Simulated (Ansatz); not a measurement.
Theory: Ansatz, DFT PBE, scalar-relativistic, plane waves, PAW. All cells share a 420 eV cutoff and Γ-centred k meshes spaced at most about 0.3 Å⁻¹ (about 0.25 or finer for metals, 2π included). No spin polarisation in the final relaxations.

These are static total energies at zero pressure.

Two relaxed structures of Cd₃HgTe₄:

A.

```yaml
crystal:
  lattice:
    - [4.31807, 0.00000, 0.00000]
    - [0.00000, 4.31807, 0.00000]
    - [0.00000, 0.00000, 12.37941]
  atoms:
    - { symbol: Cd, position: [0.00000, 0.00000, 0.75096] }
    - { symbol: Cd, position: [0.50000, 0.50000, 0.00000] }
    - { symbol: Cd, position: [0.00000, 0.00000, 0.24904] }
    - { symbol: Hg, position: [0.50000, 0.50000, 0.50000] }
    - { symbol: Te, position: [0.00000, 0.00000, 0.00000] }
    - { symbol: Te, position: [0.50000, 0.50000, 0.24202] }
    - { symbol: Te, position: [0.00000, 0.00000, 0.50000] }
    - { symbol: Te, position: [0.50000, 0.50000, 0.75798] }
```

B.

```yaml
crystal:
  lattice:
    - [4.68735, 0.00000, 0.00000]
    - [0.00000, 4.68735, 0.00000]
    - [0.00000, 0.00000, 13.24264]
  atoms:
    - { symbol: Cd, position: [0.50000, 0.50000, 0.25048] }
    - { symbol: Cd, position: [0.00000, 0.00000, 0.50000] }
    - { symbol: Cd, position: [0.50000, 0.50000, 0.74952] }
    - { symbol: Hg, position: [0.00000, 0.00000, 0.00000] }
    - { symbol: Te, position: [0.50000, 0.00000, 0.37528] }
    - { symbol: Te, position: [0.00000, 0.50000, 0.62472] }
    - { symbol: Te, position: [0.50000, 0.00000, 0.87396] }
    - { symbol: Te, position: [0.00000, 0.50000, 0.12604] }
```

Question: Which would you expect to be lower, and how large is the difference?

Answer: B is lower, by 172 meV/atom. A has Cd and Hg ordered on rock salt sites, space group P4/mmm (No. 123), 28.9 Å³/atom and no gap on its mesh; B has Cd and Hg ordered on zinc blende sites, space group P-4m2 (No. 115), 36.4 Å³/atom and a gap of 0.18 eV. Counting Te atoms around Cd and Hg (those within 1.25 times the shortest such distance or 1.15 times the sum of covalent radii), A has Cd 6, Hg 6 and B has Cd 4, Hg 4. The lower one is the more open, so pressure narrows the difference. In A, Cd on a site of symmetry 4mm has 6 Te at 3.05–3.11 Å; Hg has 6 Te at 3.05–3.19 Å; around Te on a site of symmetry 4/mmm lie 6 Cd at 3.05–3.08 Å; 3 more sites not described. In B, Cd on a site of symmetry 2mm has 4 Te at 2.87 Å; Hg has 4 Te at 2.88 Å; around Te on its first site lie 4 Cd at 2.87 Å; 2 more sites not described. Both come from invented guesses.

Spin–orbit coupling, which can matter for Hg and Te, is left out. Kohn–Sham gaps at this level usually fall short of measured ones. The missing spin–orbit coupling can work the other way here. Cells relaxed within their symmetry can be saddle points.
